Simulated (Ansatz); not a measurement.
HgSe:

```
Hg Se
1.0
     0.00000    3.03900    3.03900
     3.03900    0.00000    3.03900
     3.03900    3.03900    0.00000
Hg Se
1 1
Direct
  0.00000 0.00000 0.00000
  0.75000 0.75000 0.75000
```

| Quantity | Value |
| --- | --- |
| Program | Ansatz 0.2.0 |
| Task | relaxation of cell and atoms |
| Functional | PBE |
| Potentials or basis | all-electron LAPW, scalar-relativistic |
| Basis error allowed | 0.001 eV/atom |
| k mesh | 8 × 8 × 8 |
| Occupations | fermi-dirac, width 0.05 eV |
| Spin | no spin polarisation |

At the start: volume 28.07 Å³/atom.

**Question.** How do energy, volume and symmetry change on relaxing?

**Answer.** Over 5 steps the energy falls by 35.1 meV/atom and the volume is 30.66 Å³/atom (+9.3 %); space group F-43m (No. 216, to 0.05 Å).

The path:
```tsv
step	energy change (eV)	largest force (eV/Å)	volume (Å³)
1	0.0000	0.0000	56.13
2	-0.0658	0.0000	62.80
3	-0.0701	0.0000	61.58
4	-0.0702	0.0000	61.33
5	-0.0702	0.0000	61.33
```

Final structure:
```
Hg Se
1.0
     0.00000    3.12996    3.12996
     3.12996    0.00000    3.12996
     3.12996    3.12996    0.00000
Hg Se
1 1
Direct
  0.00000 0.00000 0.00000
  0.75000 0.75000 0.75000
```
